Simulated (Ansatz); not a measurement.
Input and command of a plane-wave DFT calculation in Ansatz:

```yaml
crystal:
  lattice:
    - [2.45895, 1.4196754444, 4.1935]
    - [-2.45895, 1.4196754444, 4.1935]
    - [0.0, -2.8393508888, 4.1935]
  atoms:
    - { symbol: B, position: [0.01019, 0.65361, 0.01019] }
    - { symbol: B, position: [0.01019, 0.01019, 0.65361] }
    - { symbol: B, position: [0.65361, 0.01019, 0.01019] }
    - { symbol: B, position: [0.98981, 0.34639, 0.98981] }
    - { symbol: B, position: [0.34639, 0.98981, 0.98981] }
    - { symbol: B, position: [0.98981, 0.98981, 0.34639] }
    - { symbol: B, position: [0.22118, 0.6306, 0.22118] }
    - { symbol: B, position: [0.22118, 0.22118, 0.6306] }
    - { symbol: B, position: [0.6306, 0.22118, 0.22118] }
    - { symbol: B, position: [0.77882, 0.3694, 0.77882] }
    - { symbol: B, position: [0.3694, 0.77882, 0.77882] }
    - { symbol: B, position: [0.77882, 0.77882, 0.3694] }
basis:
  ecutwfc: 420
kpoints:
  mp_grid: { grid: [6, 6, 6] }
hamiltonian:
  xc: pbesol
scf:
  occupations: { method: gaussian, width: 0.1 }
output:
  forces: true
  stress: true
  eigenvalues: true
```

```bash
ansatz run input.yaml --threads 4 --pin off --max-ram 12288MiB --backend cpu --events-out ev --progress --plain --runs-dir out
```

Processor: Arm Neoverse V2, 4 threads, on a host shared with other jobs.

Problem. Estimate time, memory and problem size.

Solution. About 2 s on 4 threads of Arm Neoverse V2, on a shared host, peak memory 0.4 GiB. It solves 30 bands at 32 k points (the mesh reduced by the symmetry that the task leaves, which can be less than the crystal's) with about 1731 plane waves, in 7 SCF iterations.
